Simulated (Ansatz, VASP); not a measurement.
**Al: VASP beside Ansatz**

The input POSCAR:

```
Al
1.0
    0.0000000000      2.0194648466      2.0194648466
    2.0194648466      0.0000000000      2.0194648466
    2.0194648466      2.0194648466      0.0000000000
Al
1
Direct
    0.0000000000      0.0000000000      0.0000000000
```

Contents of INCAR.step1:

```
SYSTEM = Al
PREC = Accurate
ENCUT = 600
ISMEAR = 0
SIGMA = 0.1
LREAL = .FALSE.
LASPH = .TRUE.
NELM = 60
GGA = PE
ALGO = Normal
EDIFF = 1E-4
LWAVE = .TRUE.
LCHARG = .FALSE.
```

The input INCAR.step2:

```
SYSTEM = Al
PREC = Accurate
ENCUT = 600
EDIFF = 1E-6
ISMEAR = 0
SIGMA = 0.1
LREAL = .FALSE.
LASPH = .TRUE.
NELM = 60
ALGO = Normal
ISIF = 3
LWAVE = .FALSE.
LCHARG = .FALSE.
METAGGA = R2SCAN
LMIXTAU = .TRUE.
IBRION = 2
NSW = 100
EDIFFG = -0.005
ISTART = 1
```

KPOINTS

```
Automatic mesh
0
G
  18 18 18
  0 0 0
```

Input for Ansatz:

```yaml
crystal:
  lattice:
    - [0.0, 2.0194648466, 2.0194648466]
    - [2.0194648466, 0.0, 2.0194648466]
    - [2.0194648466, 2.0194648466, 0.0]
  atoms:
    - { symbol: Al, position: [0.0, 0.0, 0.0] }
basis:
  ecutwfc: 500
kpoints:
  mp_grid: { grid: [18, 18, 18] }
hamiltonian:
  xc: r2scan
scf:
  occupations: { method: gaussian, width: 0.1 }
output:
  forces: true
  stress: true
  eigenvalues: true
relax:
  adjacent_minimum: "off"
  f_tol: 0.005
  max_steps: 80
  cell: { stress_tol: 0.05 }
```

Alike in both runs: task relaxation of cell and atoms; functional r2SCAN; k mesh 18 × 18 × 18; occupations gaussian, width 0.1 eV; no spin polarisation.

|  | VASP | Ansatz |
| --- | --- | --- |
| version | VASP 6.6.1 | Ansatz 0.2.0 |
| potentials or method | VASP PAW PBE potentials, release 64 (Al) | scalar-relativistic, plane waves, PAW |
| plane-wave cutoff (eV) | 600 | 500 |
| valence electrons in the cell | 3 | 3 |

```tsv
	VASP	Ansatz	Ansatz less VASP
gap on the k mesh at the Fermi level, each at its own relaxed structure (eV)	none	none	-
relaxed volume (Å³/atom)	15.84	15.91	+0.071
relaxed cell length with the largest relative difference (Å)	2.819	2.823	+0.0042
energy change over the relaxation (meV/atom)	-7	-5	+1.3
```

A gap of «none» marks a metal or a gap that the smearing closes.

Caveats: the PAW data sets were made with another functional, which shifts forces and pressure a little (VASP).
